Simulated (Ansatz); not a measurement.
The system is FeO (Wuestite).

```
CELL_PARAMETERS angstrom
0.00000 2.15540 2.15540
2.15540 0.00000 2.15540
2.15540 2.15540 0.00000
ATOMIC_POSITIONS crystal
Fe 0.00000 0.00000 0.00000
O 0.50000 0.50000 0.50000
```

Base run:

- Program: Ansatz 0.2.0
- Functional: m-r2SCAN
- Potentials or basis: Ansatz PAW
- Cutoff: 500 eV
- Density cutoff: 2000 eV
- k mesh: 11 × 11 × 11
- Occupations: fermi-dirac, width 0.05 eV
- Spin: collinear spin, ferromagnetic start
- Starting moments: [3.0, 0.0] μB

Its results: band gap on the k mesh none (metal or under the smearing width); pressure -6.6 GPa; net moment 4.00 μB per cell; site moments Fe +3.46; O +0.28 μB.

Problem. After a change of settings the same cell gave: band gap on the k mesh none (metal or under the smearing width); pressure 6.8 GPa; net moment 4.00 μB per cell; site moments Fe +3.44; O +0.34 μB. Which change was it?
A. functional from m-r2SCAN to BLYP; cutoff from 500 eV to 420 eV; density cutoff from 2000 eV to 1680 eV
B. functional from m-r2SCAN to PBEsol; cutoff from 500 eV to 420 eV; density cutoff from 2000 eV to 1680 eV; occupations from fermi-dirac, width 0.05 eV to gaussian, width 0.05 eV
C. functional from m-r2SCAN to LDA; cutoff from 500 eV to 420 eV; density cutoff from 2000 eV to 1680 eV
D. functional from m-r2SCAN to PBE; cutoff from 500 eV to 420 eV; density cutoff from 2000 eV to 1680 eV; occupations from fermi-dirac, width 0.05 eV to gaussian, width 0.028 eV

Solution. A.

Caveats: a cell with one magnetic atom can't hold antiferromagnetic order, which such compounds often take; semilocal functionals often make such compounds metallic where correlation or magnetic order opens a gap, which also shifts bond lengths; the PAW data sets come from PBE, with cores solved anew for the run's functional, which leaves a small shift of forces and pressure; the magnetic or orbital state may not be the lowest (some runs); the potentials were made for another functional, which shifts forces and pressure (some runs).

Not every run made on this cell is shown here.
